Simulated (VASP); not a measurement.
# Zr3Si (Pm-3m) in VASP: further runs

One crystal, Zr3Si, is run at these levels: PBEsol; tasks: single point.

Everything below comes from runs of VASP 6.6.1. Logs are shortened: lines on timing, memory, paths and dates and some standing lists are left out, and cuts for length are marked.

### 1 Starting point

Symmetry: Pm-3m, No. 221, cubic system. The conventional cell has a = 4.324 Å, b = 4.324 Å, c = 4.324 Å, α = 90.00°, β = 90.00°, γ = 90.00°. Around Zr (site symmetry 4/mmm) lie 8 Zr at 3.06 Å and 4 Si at 3.06 Å. Si (site symmetry m-3m) is surrounded by 12 Zr at 3.06 Å.

The cell comes from a database or a generator and needn't be the stable form of this composition.

### 2 Single point, PBEsol

File INCAR:

```
PREC = Accurate
ENCUT = 520
EDIFF = 1E-6
ISMEAR = 0
SIGMA = 0.05
LREAL = False
LASPH = True
NELM = 60
ALGO = Normal
ISIF = 2
LWAVE = False
LCHARG = False
GGA = PS
NBANDS = 28
```

File KPOINTS:

```
Automatic mesh
0
Gamma
  8 8 8
```

File POSCAR:

```
Zr3Si
1.0
    4.3240762280      0.0000000000      0.0000000000
    0.0000000000      4.3240762280      0.0000000000
    0.0000000000      0.0000000000      4.3240762280
Zr Si
3 1
Direct
    0.0000000000      0.5000000000      0.5000000000
    0.5000000000      0.5000000000      0.0000000000
    0.5000000000      0.0000000000      0.5000000000
    0.0000000000      0.0000000000      0.0000000000
```

Potentials or basis: VASP PAW PBE potentials, release 64 (Zr_sv, Si).

The run is started by

```sh
cat potpaw_PBE.64/Zr_sv/POTCAR potpaw_PBE.64/Si/POTCAR > POTCAR
mpirun -np 1 vasp_std > vasp.out
```

OUTCAR:

```text
PREC = Accurate
   ENCUT = 520
   EDIFF = 1E-6
   ISMEAR = 0
   LREAL = False
   LASPH = True
   NELM = 60
   ISIF = 2
   GGA = PS

 ion  position               nearest neighbor table
   1  0.000  0.500  0.500-   2 3.06   3 3.06   4 3.06   2 3.06   4 3.06   3 3.06   4 3.06   4 3.06
                             2 3.06   3 3.06   2 3.06   3 3.06
   2  0.500  0.500  0.000-   1 3.06   3 3.06   4 3.06   1 3.06   3 3.06   3 3.06   4 3.06   3 3.06
                             1 3.06   4 3.06   1 3.06   4 3.06
   3  0.500  0.000  0.500-   1 3.06   2 3.06   4 3.06   2 3.06   4 3.06   1 3.06   2 3.06   2 3.06
                             1 3.06   4 3.06   4 3.06   1 3.06
   4  0.000  0.000  0.000-   1 3.06   2 3.06   3 3.06   1 3.06   3 3.06   1 3.06   2 3.06   1 3.06
                             2 3.06   3 3.06   3 3.06   2 3.06

  LATTYP: Found a simple cubic cell.
 ALAT       =     4.3240762280

  Lattice vectors:

 A1 = (   4.3240762280,   0.0000000000,   0.0000000000)
 A2 = (   0.0000000000,   4.3240762280,   0.0000000000)
 A3 = (   0.0000000000,   0.0000000000,   4.3240762280)

Analysis of symmetry for initial positions (statically):
=====================================================================
 Subroutine PRICEL returns:
 Original cell was already a primitive cell.

 Routine SETGRP: Setting up the symmetry group for a
 simple cubic supercell.

 Subroutine GETGRP returns: Found 48 space group operations
 (whereof 48 operations were pure point group operations)
 out of a pool of 48 trial point group operations.

The static configuration has the point symmetry O_h .

Analysis of symmetry for dynamics (positions and initial velocities):
=====================================================================
 Subroutine PRICEL returns:
 Original cell was already a primitive cell.

 Routine SETGRP: Setting up the symmetry group for a
 simple cubic supercell.

 Subroutine GETGRP returns: Found 48 space group operations
 (whereof 48 operations were pure point group operations)
 out of a pool of 48 trial point group operations.

The dynamic configuration has the point symmetry O_h .

 Subroutine INISYM returns: Found 48 space group operations
 (whereof 48 operations are pure point group operations),
 and found     1 'primitive' translations

----------------------------------------------------------------------------------------

                                     Primitive cell

  volume of cell :      80.8500

  direct lattice vectors                    reciprocal lattice vectors
     4.324076228  0.000000000  0.000000000     0.231263268  0.000000000  0.000000000
     0.000000000  4.324076228  0.000000000     0.000000000  0.231263268  0.000000000
     0.000000000  0.000000000  4.324076228     0.000000000  0.000000000  0.231263268

  length of vectors
     4.324076228  4.324076228  4.324076228     0.231263268  0.231263268  0.231263268

  position of ions in fractional coordinates (direct lattice)
     0.000000000  0.500000000  0.500000000
     0.500000000  0.500000000  0.000000000
     0.500000000  0.000000000  0.500000000
     0.000000000  0.000000000  0.000000000

  ion indices of the primitive-cell ions
   primitive index   ion index
                 1           1
                 2           2
                 3           3
                 4           4

----------------------------------------------------------------------------------------

 KPOINTS: Automatic mesh

Automatic generation of k-mesh.
 Grid dimensions read from file:
 generate k-points for:    8    8    8

 Generating k-lattice:

  Cartesian coordinates                     Fractional coordinates (reciprocal lattice)
     0.028907909  0.000000000  0.000000000     0.125000000  0.000000000  0.000000000
     0.000000000  0.028907909  0.000000000     0.000000000  0.125000000  0.000000000
     0.000000000  0.000000000  0.028907909     0.000000000  0.000000000  0.125000000

  Length of vectors
     0.028907909  0.028907909  0.028907909

  Shift w.r.t. Gamma in fractional coordinates (k-lattice)
     0.000000000  0.000000000  0.000000000

 Subroutine IBZKPT returns following result:
 ===========================================

 Found     35 irreducible k-points:

 Following reciprocal coordinates:
            Coordinates               Weight
  0.000000  0.000000  0.000000      1.000000
  0.125000  0.000000  0.000000      6.000000
  0.250000  0.000000  0.000000      6.000000
  0.375000  0.000000  0.000000      6.000000
  0.500000  0.000000  0.000000      3.000000
  0.125000  0.125000  0.000000     12.000000
[... 16 lines left out ...]
  0.375000  0.375000  0.125000     24.000000
  0.500000  0.375000  0.125000     24.000000
 [... further k-points ...]
   k-points           NKPTS =     35   k-points in BZ     NKDIM =     35   number of bands    NBANDS=     28
   number of dos      NEDOS =    301   number of ions     NIONS =      4
   total plane-waves  NPLWV =  32768
   dimension x,y,z NGX =    32 NGY =   32 NGZ =   32
   dimension x,y,z NGXF=    64 NGYF=   64 NGZF=   64
   ions per type =               3   1
   NGX,Y,Z   is equivalent  to a cutoff of  12.30, 12.30, 12.30 a.u.
   NGXF,Y,Z  is equivalent  to a cutoff of  24.61, 24.61, 24.61 a.u.
 SYSTEM =  unknown system
   PREC   = accura    normal or accurate (medium, high low for compatibility)
   ISTART =      0    job   : 0-new  1-cont  2-samecut
   ICHARG =      2    charge: 1-file 2-atom 10-const
   ISPIN  =      1    spin polarized calculation?
   LNONCOLLINEAR =      F non collinear calculations
   LSORBIT =      F    spin-orbit coupling
   LASPH  =      T    aspherical Exc in radial PAW
   ENCUT  =  520.0 eV  38.22 Ry    6.18 a.u.   8.04  8.04  8.04*2*pi/ulx,y,z
   NELM   =     60;   NELMIN=  2; NELMDL= -5     # of ELM steps
   EDIFF  = 0.1E-05   stopping-criterion for ELM
   LREAL  =      F    real-space projection
   EDIFFG = 0.1E-04   stopping-criterion for IOM
   NSW    =      0    number of steps for IOM
   IBRION =     -1    ionic relax: 0-MD 1-quasi-New 2-CG
   NFREE  =      0    steps in history (QN), initial steepest desc. (CG)
   ISIF   =      2    stress and relaxation
   ISYM   =      2    0-nonsym 1-usesym 2-fastsym
   POTIM  = 0.5000    time-step for ionic-motion
   TEBEG  =    0.0;   TEEND  =   0.0 temperature during run
   PSTRESS=    0.0 pullay stress
   NELECT =      40.0000    total number of electrons
   NUPDOWN=      -1.0000    fix difference up-down
   EMIN   =  10.00;   EMAX   =-10.00  energy-range for DOS
   EFERMI =   0.00;   METHOD = LEGACY
   ISMEAR =     0;   SIGMA  =   0.05  broadening in eV -4-tet -1-fermi 0-gaus
   EFERMI_NEDOS =   21; number of points for ismear=-14 and -15
   IALGO  =     38    algorithm
   IMIX   =      4    mixing-type and parameters
     AMIX     =   0.40;   BMIX     =  1.00
     AMIX_MAG =   1.60;   BMIX_MAG =  1.00
  volume/ion in A,a.u.               =      20.21       136.40
  Fermi-wavevector in a.u.,A,eV,Ry     =   1.294796  2.446810 22.810137  1.676498
  Thomas-Fermi vector in A             =   2.426357
   LORBIT       =      0    0 simple, 1 ext, 2 COOP (PROOUT), +10 PAW based schemes
   GGA     = PS    functional components
   LHFCALC =     F    Hartree Fock is set to
   AEXX    =    0.0000 exact exchange contribution
   IVDW    =     0    specifies the selected vdW correction
   LEPSILON=     F    determine dielectric tensor
   LRPA    =     F    only Hartree local field effects (RPA)
 non-spin polarized calculation
 Gauss-broadening in eV      SIGMA  =   0.05
  energy-cutoff  :      520.00
  volume of cell :       80.85
 maximum number of plane-waves:      2216
   NGX = 17   NGY = 17   NGZ = 17

 number of electron      40.0000002 magnetization

 Free energy of the ion-electron system (eV)
  ---------------------------------------------------
  ext. energy  EPLUGINS =         0.00000000
  ---------------------------------------------------
  free energy    TOTEN  =       -34.62573390 eV

  energy without entropy =      -34.61954622  energy(sigma->0) =      -34.62264006

 E-fermi :   9.4902     XC(G=0): -11.3954

 val. band max:        9.4897725195   @ k =   0.5000   0.1250   0.1250
 cond. band min:       9.4965888355   @ k =   0.3750   0.1250   0.0000
 fundamental gap:      0.0068163160
 Fermi energy:         9.4902106391

 k-point     1 :       0.0000    0.0000    0.0000
  band No.  band energies     occupation
      1     -39.1591      2.00000
      2     -38.9128      2.00000
      3     -38.9128      2.00000
      4     -17.6263      2.00000
      5     -17.6263      2.00000
      6     -17.6263      2.00000
[... 20 lines left out ...]
     27      13.9641      0.00000
     28      13.9641      0.00000

 k-point     2 :       0.1250    0.0000    0.0000
  band No.  band energies     occupation
      1     -39.1509      2.00000
      2     -38.9211      2.00000
      3     -38.9127      2.00000
      4     -17.6054      2.00000
      5     -17.6054      2.00000
      6     -17.5965      2.00000
[... 20 lines left out ...]
     27      13.6547      0.00000
     28      13.9762      0.00000

 k-point     3 :       0.2500    0.0000    0.0000
  band No.  band energies     occupation
      1     -39.1279      2.00000
      2     -38.9444      2.00000
      3     -38.9124      2.00000
      4     -17.5485      2.00000
      5     -17.5485      2.00000
      6     -17.5105      2.00000
[... 20 lines left out ...]
     27      13.3150      0.00000
     28      13.7765      0.00000

 k-point     4 :       0.3750    0.0000    0.0000
  band No.  band energies     occupation
      1     -39.0968      2.00000
      2     -38.9758      2.00000
      3     -38.9120      2.00000
      4     -17.4760      2.00000
      5     -17.4760      2.00000
      6     -17.3835      2.00000
[... 578 lines left out ...]
     27      12.6195      0.00000
     28      12.9342      0.00000

 k-point    23 :       0.3750    0.3750    0.1250
  band No.  band energies     occupation
      1     -39.0421      2.00000
      2     -38.9822      2.00000
      3     -38.9585      2.00000
      4     -17.6141      2.00000
      5     -17.5137      2.00000
      6     -17.3350      2.00000
[... 20 lines left out ...]
     27      12.6341      0.00000
     28      12.6559      0.00000

 k-point    24 :       0.5000    0.3750    0.1250
  band No.  band energies     occupation
      1     -39.0234      2.00000
      2     -38.9942      2.00000
      3     -38.9649      2.00000
      4     -17.5862      2.00000
      5     -17.5707      2.00000
      6     -17.3413      2.00000
[... 20 lines left out ...]
     27      12.3164      0.00000
     28      12.8779      0.00000

 [... further k-points ...]
[... 5 lines left out ...]
  --------------------------------------------------------------------------------------
  -------------------------------------------------------------------------------------
  Total       -2.5366897     -2.5366897     -2.5366897      0.0000000     -0.0000000      0.0000000
  in kB      -50.2687282    -50.2687282    -50.2687282      0.0000000     -0.0000000      0.0000000
  external PRESSURE =     -50.2687282 kB  Pullay stress =       0.0000000 kB

 VOLUME and BASIS-vectors are now :
 -----------------------------------------------------------------------------
  energy-cutoff  :      520.00
  volume of cell :       80.85
      direct lattice vectors                 reciprocal lattice vectors
     4.324076228  0.000000000  0.000000000     0.231263268  0.000000000  0.000000000
     0.000000000  4.324076228  0.000000000     0.000000000  0.231263268  0.000000000
     0.000000000  0.000000000  4.324076228     0.000000000  0.000000000  0.231263268

 POSITION                                       TOTAL-FORCE (eV/Angst)
 -----------------------------------------------------------------------------------
      0.00000      2.16204      2.16204         0.000000      0.000000      0.000000
      2.16204      2.16204      0.00000         0.000000      0.000000      0.000000
      2.16204      0.00000      2.16204         0.000000      0.000000      0.000000
      0.00000      0.00000      0.00000         0.000000      0.000000      0.000000
 -----------------------------------------------------------------------------------
    total drift:                                0.000000     -0.000000     -0.000000

  FREE ENERGIE OF THE ION-ELECTRON SYSTEM (eV)
  ---------------------------------------------------
  free  energy   TOTEN  =       -34.6257338971 eV

  energy  without entropy=      -34.6195462191  energy(sigma->0) =      -34.62264006
```

Run time: 66 s. Hardware: 1 thread of Intel Xeon Platinum 8488C (Sapphire Rapids), shared host; peak memory 0.21 GiB.

What came out:

| Quantity | Value |
| --- | --- |
| Free energy | -34.6257 eV |
| Pressure | -5.0 GPa |
| Band gap on the k mesh | none (metal or under the smearing width) |

Levels at points of the mesh, in eV from the Fermi level:
```
           k point  band 16  band 17  band 18  band 19  band 20  band 21  band 22  band 23  band 24  band 25
(0.00, 0.00, 0.00)    -2.47    -1.96    -1.96    -1.96    -0.51    -0.51    -0.51     2.17     2.17     2.17
(0.50, 0.00, 0.00)    -2.43    -2.43    -1.29    -0.72     0.56     0.56     0.77     0.81     1.85     2.19
(0.50, 0.50, 0.00)    -3.00    -1.10    -0.70    -0.70    -0.47     0.64     0.64     1.31     1.99     1.99
(0.50, 0.50, 0.50)    -2.59    -1.94    -1.94    -1.94     0.63     0.63     0.63     1.83     1.94     1.94
```

Caveat: the PAW data sets were made with another functional, which shifts forces and pressure a little.

### 3 Single point, PBEsol

This run uses another cell than the first one, of 20.06 Å³/atom, 0.993 times its volume.

File INCAR:

```
SYSTEM = Zr3Si
  PREC = Accurate
  ENCUT = 520
  EDIFF = 1E-7
  ISMEAR = 0
  SIGMA = 0.05
  LREAL = .False.
  LASPH = .True.
  NELM = 100
  ALGO = Normal
  ISIF = 2
  LWAVE = .False.
  LCHARG = .False.
  GGA = PS
  NBANDS = 28
```

File KPOINTS:

```
Automatic mesh
0
Gamma
  8 8 8
  0 0 0
```

File POSCAR:

```
Zr3Si
1.0
    4.3133094298      0.0000000000      0.0000000000
    0.0000000000      4.3133094298      0.0000000000
    0.0000000000      0.0000000000      4.3133094298
Zr Si
3 1
Direct
    0.0000000000      0.5000000000      0.5000000000
    0.5000000000      0.5000000000      0.0000000000
    0.5000000000      0.0000000000      0.5000000000
    0.0000000000      0.0000000000      0.0000000000
```

Potentials or basis: VASP PAW PBE potentials, release 64 (Zr_sv, Si).

The run is started by

```sh
cat potpaw_PBE.64/Zr_sv/POTCAR potpaw_PBE.64/Si/POTCAR > POTCAR
mpirun -np 1 vasp_std > vasp.out
```

OUTCAR:

```text
SYSTEM = Zr3Si
   PREC = Accurate
   ENCUT = 520
   EDIFF = 1E-7
   ISMEAR = 0
   LREAL = .False.
   LASPH = .True.
   NELM = 100
   ISIF = 2
   GGA = PS

 ion  position               nearest neighbor table
   1  0.000  0.500  0.500-   2 3.05   3 3.05   4 3.05   2 3.05   4 3.05   3 3.05   4 3.05   4 3.05
                             2 3.05   3 3.05   2 3.05   3 3.05
   2  0.500  0.500  0.000-   1 3.05   3 3.05   4 3.05   1 3.05   3 3.05   3 3.05   4 3.05   3 3.05
                             1 3.05   4 3.05   1 3.05   4 3.05
   3  0.500  0.000  0.500-   1 3.05   2 3.05   4 3.05   2 3.05   4 3.05   1 3.05   2 3.05   2 3.05
                             1 3.05   4 3.05   4 3.05   1 3.05
   4  0.000  0.000  0.000-   1 3.05   2 3.05   3 3.05   1 3.05   3 3.05   1 3.05   2 3.05   1 3.05
[... 949 lines left out ...]
  Total       -2.1367447     -2.1367447     -2.1367447      0.0000000      0.0000000     -0.0000000
  in kB      -42.6610338    -42.6610338    -42.6610338      0.0000000      0.0000000     -0.0000000
  external PRESSURE =     -42.6610338 kB  Pullay stress =       0.0000000 kB

 VOLUME and BASIS-vectors are now :
 -----------------------------------------------------------------------------
  energy-cutoff  :      520.00
  volume of cell :       80.25
      direct lattice vectors                 reciprocal lattice vectors
     4.313309430  0.000000000  0.000000000     0.231840543  0.000000000  0.000000000
     0.000000000  4.313309430  0.000000000     0.000000000  0.231840543  0.000000000
     0.000000000  0.000000000  4.313309430     0.000000000  0.000000000  0.231840543

 POSITION                                       TOTAL-FORCE (eV/Angst)
 -----------------------------------------------------------------------------------
      0.00000      2.15665      2.15665         0.000000      0.000000      0.000000
      2.15665      2.15665      0.00000         0.000000      0.000000      0.000000
      2.15665      0.00000      2.15665         0.000000      0.000000      0.000000
      0.00000      0.00000      0.00000         0.000000      0.000000      0.000000
 -----------------------------------------------------------------------------------
    total drift:                                0.000000     -0.000000     -0.000000

  FREE ENERGIE OF THE ION-ELECTRON SYSTEM (eV)
  ---------------------------------------------------
  free  energy   TOTEN  =       -34.6429582657 eV

  energy  without entropy=      -34.6367446271  energy(sigma->0) =      -34.63985145
```

It took 55 s on 1 thread of Intel Xeon Platinum 8488C (Sapphire Rapids), shared host; peak memory 0.2 GiB.

Results:

| Property | Result |
| --- | --- |
| Free energy | -34.6430 eV |
| Pressure | -4.3 GPa |
| Band gap on the k mesh | none (metal or under the smearing width) |

Caveat: the PAW data sets were made with another functional, which shifts forces and pressure a little.
